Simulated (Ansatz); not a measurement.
**Ligand exchange: C3H7NO + InH2(OH) → C3H6O2 + InH2(NH2)**

Species: C3H7NO (propionamide) `CCC(N)=O`, singlet; InH2(OH), singlet; C3H6O2 (propionic acid) `CCC(=O)O`, singlet; InH2(NH2), singlet. The partners trade NH2 for OH: C–NH2 and In–OH bonds give way to C–OH and In–NH2.

Shapes, held fixed at every level: PBE0-D4/def2-TZVP. Flexible molecules stand in one conformer, not always the lowest. Programs: Ansatz 0.2.0. The zero-point and thermal change to 298 K, harmonic and unscaled (PBE0-D4/def2-TZVP), is -0.2 kJ/mol.

```
                level                    kind  ΔH(298 K) (kJ/mol)  less CCSD(T)/def2-TZVPP
    PBE-D4/def2-TZVPP                     GGA               +20.1                     +7.7
 r2SCAN-D4/def2-TZVPP                meta-GGA               +19.5                     +7.1
  B3LYP-D4/def2-TZVPP           global hybrid               +20.6                     +8.2
   PBE0-D4/def2-TZVPP           global hybrid               +17.5                     +5.1
r2SCAN0-D4/def2-TZVPP           global hybrid               +17.1                     +4.7
   wB97M-V/def2-TZVPP  range-separated hybrid               +14.8                     +2.4
    B2PLYP/def2-TZVPP           double hybrid               +18.2                     +5.8
   CCSD(T)/def2-TZVPP   coupled cluster or CI               +12.4                      0.0
```

The highest level, CCSD(T)/def2-TZVPP, gives ΔH(298 K) = +12.4 kJ/mol; the levels span +12.4 to +20.6. The column of differences is taken from that level and isn't an error. No measured value is set beside it here. For atoms past krypton def2 sets carry core potentials with scalar relativity. Correlated rows may include outer-core shells of In, which these sets cover unevenly.
